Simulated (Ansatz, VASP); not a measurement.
**Ti: VASP beside Ansatz**

INCAR

```
SYSTEM = Ti
PREC     = Accurate       ! precision mode
ENCUT    = 520            ! plane-wave cutoff, eV
EDIFF    = 1E-6           ! SCF threshold, eV
ISMEAR   = 0              ! smearing method
SIGMA    = 0.1            ! smearing width, eV
LREAL    = .False.        ! projectors in reciprocal space
LASPH    = .True.         ! aspherical terms in the spheres
NELM     = 80             ! most SCF steps
ALGO     = Normal         ! electronic algorithm
ISIF     = 2              ! what is computed and relaxed
LWAVE    = .False.        ! write WAVECAR
LCHARG   = .False.        ! write CHGCAR
GGA      = PS             ! functional
NBANDS   = 12             ! bands
```

The input KPOINTS:

```
regular mesh
0
Gamma
  18 18 18
  0 0 0
```

File POSCAR:

```
Ti
1.0
   -1.5723493977      1.5723493977      1.5723493977
    1.5723493977     -1.5723493977      1.5723493977
    1.5723493977      1.5723493977     -1.5723493977
Ti
1
Direct
    0.0000000000      0.0000000000      0.0000000000
```

Input for Ansatz:

```yaml
crystal:
  lattice:
    - [-1.5723493977, 1.5723493977, 1.5723493977]
    - [1.5723493977, -1.5723493977, 1.5723493977]
    - [1.5723493977, 1.5723493977, -1.5723493977]
  atoms:
    - { symbol: Ti, position: [0.0, 0.0, 0.0] }
basis:
  ecutwfc: 420
kpoints:
  mp_grid: { grid: [18, 18, 18] }
hamiltonian:
  xc: pbesol
scf:
  occupations: { method: gaussian, width: 0.1 }
output:
  forces: true
  stress: true
  eigenvalues: true
```

Alike in both runs: task single point; functional PBEsol; k mesh 18 × 18 × 18; occupations gaussian, width 0.1 eV; no spin polarisation.

```csv
,VASP,Ansatz
version,VASP 6.6.1,Ansatz 0.2.0
potentials or method,"VASP PAW PBE potentials, release 64 (Ti_sv)","scalar-relativistic, plane waves, PAW"
plane-wave cutoff (eV),520,420
valence electrons in the cell,12,12
```

```tsv
	VASP	Ansatz	Ansatz less VASP
gap on the k mesh at the Fermi level (eV)	none	none	-
pressure (GPa)	7.3	7.7	+0.38
```

A gap of «none» marks a metal or a gap that the smearing closes. The functional is the same, so the differences come from potentials, cutoffs and numerics.

Caveats: the PAW data sets were made with another functional, which shifts forces and pressure a little (VASP).
